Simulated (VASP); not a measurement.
# Gd (P6_3/mmc) in VASP: single point with PBE

Aim: the single point of Gd with PBE.

All numbers are computed with VASP 6.6.1; they aren't measurements. Logs are shortened: lines on timing, memory, paths and dates and some standing lists are left out, and cuts for length are marked.

**1. The crystal as given**

It takes space group P6_3/mmc (No. 194, hexagonal). Conventional cell: a = 3.647 Å, b = 3.647 Å, c = 5.818 Å, α = 90.00°, β = 90.00°, γ = 120.00°. Gd (site symmetry -6m2) is surrounded by 12 Gd at 3.59 to 3.65 Å.

**2. Single point, PBE, collinear spin, typed start**

The input, INCAR:

```
SYSTEM = Gd
  PREC = Accurate
  ENCUT = 520
  EDIFF = 1E-6
  ISMEAR = 0
  SIGMA = 0.05
  LREAL = .FALSE.
  LASPH = .TRUE.
  NELM = 150
  ALGO = Normal
  ISIF = 2
  LWAVE = .FALSE.
  LCHARG = .FALSE.
  ISPIN = 2
  MAGMOM = 7 7
  LORBIT = 11
  LMAXMIX = 6
  GGA = PE
  NBANDS = 29
```

The input, KPOINTS:

```
Automatic mesh
0
G
  6 6 4
  0 0 0
```

The input, POSCAR:

```
Gd
1.0
    3.6474099156      0.0000000000      0.0000000000
   -1.8237049578      3.1587496450      0.0000000000
    0.0000000000      0.0000000000      5.8181568482
Gd
2
Direct
    0.3333333333      0.6666666667      0.7500000000
    0.6666666667      0.3333333333      0.2500000000
```

Potentials or basis: VASP PAW PBE potentials, release 64 (Gd).

Launch:

```sh
$ cat potpaw_PBE.64/Gd/POTCAR > POTCAR
$ mpirun -np 1 vasp_std > vasp.out
```

OUTCAR:

```text
SYSTEM = Gd
   PREC = Accurate
   ENCUT = 520
   EDIFF = 1E-6
   ISMEAR = 0
   LREAL = .FALSE.
   LASPH = .TRUE.
   NELM = 150
   ISIF = 2
   ISPIN = 2
   LORBIT = 11
   GGA = PE

 ion  position               nearest neighbor table
   1  0.333  0.667  0.750-
   2  0.667  0.333  0.250-

  LATTYP: Found a hexagonal cell.
 ALAT       =     3.6474099156
 C/A-ratio  =     1.5951475109

  Lattice vectors:

 A1 = (   3.6474099156,   0.0000000000,   0.0000000000)
 A2 = (  -1.8237049578,   3.1587496450,   0.0000000000)
 A3 = (   0.0000000000,   0.0000000000,   5.8181568482)

Analysis of symmetry for initial positions (statically):
=====================================================================
 Subroutine PRICEL returns:
 Original cell was already a primitive cell.

 Routine SETGRP: Setting up the symmetry group for a
 hexagonal supercell.

 Subroutine GETGRP returns: Found 24 space group operations
 (whereof 12 operations were pure point group operations)
 out of a pool of 24 trial point group operations.

The static configuration has the point symmetry D_3d.
 The point group associated with its full space group is D_6h.

Analysis of symmetry for dynamics (positions and initial velocities):
=====================================================================
 Subroutine PRICEL returns:
 Original cell was already a primitive cell.

 Routine SETGRP: Setting up the symmetry group for a
 hexagonal supercell.

 Subroutine GETGRP returns: Found 24 space group operations
 (whereof 12 operations were pure point group operations)
 out of a pool of 24 trial point group operations.

The dynamic configuration has the point symmetry D_3d.
 The point group associated with its full space group is D_6h.

Analysis of structural, dynamic, and magnetic symmetry:
=====================================================================
 Subroutine PRICEL returns:
 Original cell was already a primitive cell.

 Routine SETGRP: Setting up the symmetry group for a
 hexagonal supercell.

 Subroutine GETGRP returns: Found 24 space group operations
 (whereof 12 operations were pure point group operations)
 out of a pool of 24 trial point group operations.

The overall configuration has the point symmetry D_3d.
 The point group associated with its full space group is D_6h.

 Subroutine INISYM returns: Found 24 space group operations
 (whereof 12 operations are pure point group operations),
 and found     1 'primitive' translations

----------------------------------------------------------------------------------------

                                     Primitive cell

  volume of cell :      67.0325

  direct lattice vectors                    reciprocal lattice vectors
     3.647409916  0.000000000  0.000000000     0.274167155  0.158290481  0.000000000
    -1.823704958  3.158749645  0.000000000     0.000000000  0.316580962  0.000000000
     0.000000000  0.000000000  5.818156848     0.000000000  0.000000000  0.171875738

  length of vectors
     3.647409916  3.647409916  5.818156848     0.316580962  0.316580962  0.171875738

  position of ions in fractional coordinates (direct lattice)
     0.333333333  0.666666667  0.750000000
     0.666666667  0.333333333  0.250000000

  ion indices of the primitive-cell ions
   primitive index   ion index
                 1           1
                 2           2

----------------------------------------------------------------------------------------

 KPOINTS: Automatic mesh

Automatic generation of k-mesh.
 Grid dimensions read from file:
 generate k-points for:    6    6    4

 Generating k-lattice:

  Cartesian coordinates                     Fractional coordinates (reciprocal lattice)
     0.045694526  0.026381747  0.000000000     0.166666667  0.000000000  0.000000000
     0.000000000  0.052763494  0.000000000     0.000000000  0.166666667  0.000000000
     0.000000000  0.000000000  0.042968934     0.000000000  0.000000000  0.250000000

  Length of vectors
     0.052763494  0.052763494  0.042968934

  Shift w.r.t. Gamma in fractional coordinates (k-lattice)
     0.000000000  0.000000000  0.000000000

 Subroutine IBZKPT returns following result:
 ===========================================

 Found     21 irreducible k-points:

 Following reciprocal coordinates:
            Coordinates               Weight
  0.000000  0.000000  0.000000      1.000000
  0.166667  0.000000  0.000000      6.000000
  0.333333  0.000000  0.000000      6.000000
  0.500000  0.000000  0.000000      3.000000
  0.166667  0.166667  0.000000      6.000000
  0.333333  0.166667  0.000000     12.000000
[... 13 lines left out ...]
  0.333333  0.166667  0.500000     12.000000
  0.333333  0.333333  0.500000      2.000000
   k-points           NKPTS =     21   k-points in BZ     NKDIM =     21   number of bands    NBANDS=     29
   number of dos      NEDOS =    301   number of ions     NIONS =      2
   total plane-waves  NPLWV =  37632
   dimension x,y,z NGX =    28 NGY =   28 NGZ =   48
   dimension x,y,z NGXF=    56 NGYF=   56 NGZF=   96
   ions per type =               2
   NGX,Y,Z   is equivalent  to a cutoff of  12.76, 12.76, 13.72 a.u.
   NGXF,Y,Z  is equivalent  to a cutoff of  25.52, 25.52, 27.43 a.u.
 SYSTEM =  Gd
   PREC   = accura    normal or accurate (medium, high low for compatibility)
   ISTART =      0    job   : 0-new  1-cont  2-samecut
   ICHARG =      2    charge: 1-file 2-atom 10-const
   ISPIN  =      2    spin polarized calculation?
   LNONCOLLINEAR =      F non collinear calculations
   LSORBIT =      F    spin-orbit coupling
   LASPH  =      T    aspherical Exc in radial PAW
   ENCUT  =  520.0 eV  38.22 Ry    6.18 a.u.   6.78  6.78 10.82*2*pi/ulx,y,z
   NELM   =    150;   NELMIN=  2; NELMDL= -5     # of ELM steps
   EDIFF  = 0.1E-05   stopping-criterion for ELM
   LREAL  =      F    real-space projection
   EDIFFG = 0.1E-04   stopping-criterion for IOM
   NSW    =      0    number of steps for IOM
   IBRION =     -1    ionic relax: 0-MD 1-quasi-New 2-CG
   NFREE  =      0    steps in history (QN), initial steepest desc. (CG)
   ISIF   =      2    stress and relaxation
   ISYM   =      2    0-nonsym 1-usesym 2-fastsym
   POTIM  = 0.5000    time-step for ionic-motion
   TEBEG  =    0.0;   TEEND  =   0.0 temperature during run
   PSTRESS=    0.0 pullay stress
   NELECT =      36.0000    total number of electrons
   NUPDOWN=      -1.0000    fix difference up-down
   EMIN   =  10.00;   EMAX   =-10.00  energy-range for DOS
   EFERMI =   0.00;   METHOD = LEGACY
   ISMEAR =     0;   SIGMA  =   0.05  broadening in eV -4-tet -1-fermi 0-gaus
   EFERMI_NEDOS =   21; number of points for ismear=-14 and -15
   IALGO  =     38    algorithm
   IMIX   =      4    mixing-type and parameters
     AMIX     =   0.40;   BMIX     =  1.00
     AMIX_MAG =   1.60;   BMIX_MAG =  1.00
  volume/ion in A,a.u.               =      33.52       226.18
  Fermi-wavevector in a.u.,A,eV,Ry     =   1.330701  2.514661 24.092735  1.770766
  Thomas-Fermi vector in A             =   2.459768
   LORBIT       =     11    0 simple, 1 ext, 2 COOP (PROOUT), +10 PAW based schemes
   GGA     = PE    functional components
   LHFCALC =     F    Hartree Fock is set to
   AEXX    =    0.0000 exact exchange contribution
   IVDW    =     0    specifies the selected vdW correction
   LEPSILON=     F    determine dielectric tensor
   LRPA    =     F    only Hartree local field effects (RPA)
 spin polarized calculation
 Gauss-broadening in eV      SIGMA  =   0.05
  energy-cutoff  :      520.00
  volume of cell :       67.03
 maximum number of plane-waves:      1824
 NGX is ok and might be reduce to    28
   NGX = 13   NGY = 13   NGZ = 21

 number of electron      36.0000009 magnetization      15.3947177

 Free energy of the ion-electron system (eV)
  ---------------------------------------------------
  ext. energy  EPLUGINS =         0.00000000
  ---------------------------------------------------
  free energy    TOTEN  =       -23.41380741 eV

  energy without entropy =      -23.40842495  energy(sigma->0) =      -23.41111618

 E-fermi :   2.9005     XC(G=0):  -9.9121

 val. band max:        2.8978704057   @ k =   0.3333   0.3333   0.2500
 cond. band min:       2.9058782524   @ k =   0.3333   0.1667   0.2500
 fundamental gap:      0.0080078467
 Fermi energy:         2.9004858710

 spin component 1

 k-point     1 :       0.0000    0.0000    0.0000
  band No.  band energies     occupation
      1     -42.4358      1.00000
      2     -42.3712      1.00000
      3     -20.1593      1.00000
      4     -19.5717      1.00000
      5     -19.5717      1.00000
      6     -19.4711      1.00000
[... 21 lines left out ...]
     28       4.3527      0.00000
     29       4.8233      0.00000
[... 609 lines left out ...]
 k-point    21 :       0.3333    0.3333    0.5000
  band No.  band energies     occupation
      1     -42.3640      1.00000
      2     -42.3640      1.00000
      3     -20.0114      1.00000
      4     -20.0114      1.00000
      5     -19.8485      1.00000
      6     -19.8485      1.00000
[... 21 lines left out ...]
     28       2.9954      0.00362
     29       5.3285      0.00000
 Fermi energy:         2.9004858710

 spin component 2

 k-point     1 :       0.0000    0.0000    0.0000
  band No.  band energies     occupation
      1     -39.1818      1.00000
      2     -39.1005      1.00000
      3     -17.9023      1.00000
      4     -17.1755      1.00000
      5     -17.1755      1.00000
      6     -17.0583      1.00000
[... 21 lines left out ...]
     28       5.5819      0.00000
     29       6.0664      0.00000
[... 609 lines left out ...]
 k-point    21 :       0.3333    0.3333    0.5000
  band No.  band energies     occupation
      1     -39.0914      1.00000
      2     -39.0914      1.00000
      3     -17.7076      1.00000
      4     -17.7076      1.00000
      5     -17.5192      1.00000
      6     -17.5192      1.00000
[... 21 lines left out ...]
     28       4.5460      0.00000
     29       6.4761      0.00000

------------------------ aborting loop because EDIFF is reached ----------------------------------------

  FORCE on cell =-STRESS in cart. coord.  units (eV):
  Direction    XX          YY          ZZ          XY          YZ          ZX
  --------------------------------------------------------------------------------------
  -------------------------------------------------------------------------------------
  Total       -0.1301482     -0.1301482     -0.1182441     -0.0000000      0.0000000      0.0000000
  in kB       -3.1107387     -3.1107387     -2.8262118     -0.0000000      0.0000000      0.0000000
  external PRESSURE =      -3.0158964 kB  Pullay stress =       0.0000000 kB

 VOLUME and BASIS-vectors are now :
 -----------------------------------------------------------------------------
  energy-cutoff  :      520.00
  volume of cell :       67.03
      direct lattice vectors                 reciprocal lattice vectors
     3.647409916  0.000000000  0.000000000     0.274167155  0.158290481  0.000000000
    -1.823704958  3.158749645  0.000000000     0.000000000  0.316580962  0.000000000
     0.000000000  0.000000000  5.818156848     0.000000000  0.000000000  0.171875738

 POSITION                                       TOTAL-FORCE (eV/Angst)
 -----------------------------------------------------------------------------------
     -0.00000      2.10583      4.36362         0.000000      0.000000      0.000000
      1.82370      1.05292      1.45454        -0.000000     -0.000000      0.000000
 -----------------------------------------------------------------------------------
    total drift:                                0.000000     -0.000000      0.000000

  FREE ENERGIE OF THE ION-ELECTRON SYSTEM (eV)
  ---------------------------------------------------
  free  energy   TOTEN  =       -23.4138074066 eV

  energy  without entropy=      -23.4084249534  energy(sigma->0) =      -23.41111618

 total charge

# of ion       s       p       d       f       tot
--------------------------------------------------
    1        2.073   5.568   0.569   6.977  15.186
    2        2.073   5.568   0.569   6.977  15.186
--------------------------------------------------
tot          4.145  11.135   1.138  13.954  30.373

 magnetization (x)

# of ion       s       p       d       f       tot
--------------------------------------------------
    1        0.004  -0.051   0.234   6.828   7.015
    2        0.004  -0.051   0.234   6.828   7.015
--------------------------------------------------
tot          0.008  -0.101   0.467  13.655  14.029
```

Run time: 3 min. Hardware: 1 thread of Intel Xeon Platinum 8488C (Sapphire Rapids), shared host; peak memory 0.26 GiB.

Results:

- Free energy: -23.4138 eV
- Pressure: -0.3 GPa
- Band gap on the k mesh: none (metal or under the smearing width)
- Net moment: 15.39 μB per cell
- Site moments: Gd +7.01 μB
- Valence electrons inside the program's atomic spheres: Gd 15.19

Levels at points of the mesh, in eV from the Fermi level:
Spin up:
| k point | band 23 | band 24 | band 25 | band 26 | band 27 | band 28 | band 29 |
| --- | --- | --- | --- | --- | --- | --- | --- |
| (0.00, 0.00, 0.00) | -4.82 | -2.50 | 0.96 | 1.31 | 1.31 | 1.45 | 1.92 |
| (0.50, 0.00, 0.00) | -2.18 | -1.73 | -1.29 | -0.14 | 1.05 | 1.07 | 1.73 |
| (0.00, 0.00, 0.50) | -3.61 | -3.61 | 0.45 | 0.45 | 1.23 | 1.23 | 1.23 |
| (0.50, 0.00, 0.50) | -2.16 | -2.16 | -0.48 | -0.48 | 1.41 | 1.41 | 2.54 |
Spin down:
```
           k point  band 8  band 9  band 10  band 11  band 12  band 13
(0.00, 0.00, 0.00)  -19.96   -4.12    -1.37     0.33     0.35     0.41
(0.50, 0.00, 0.00)  -20.05   -1.02    -0.84    -0.55     0.35     0.41
(0.00, 0.00, 0.50)  -20.02   -2.59    -2.59     0.25     0.25     0.44
(0.50, 0.00, 0.50)  -20.15   -1.29    -1.29     0.23     0.23     0.44
```

Caveat: spin-orbit coupling is left out, which moves the levels of the heavy elements.
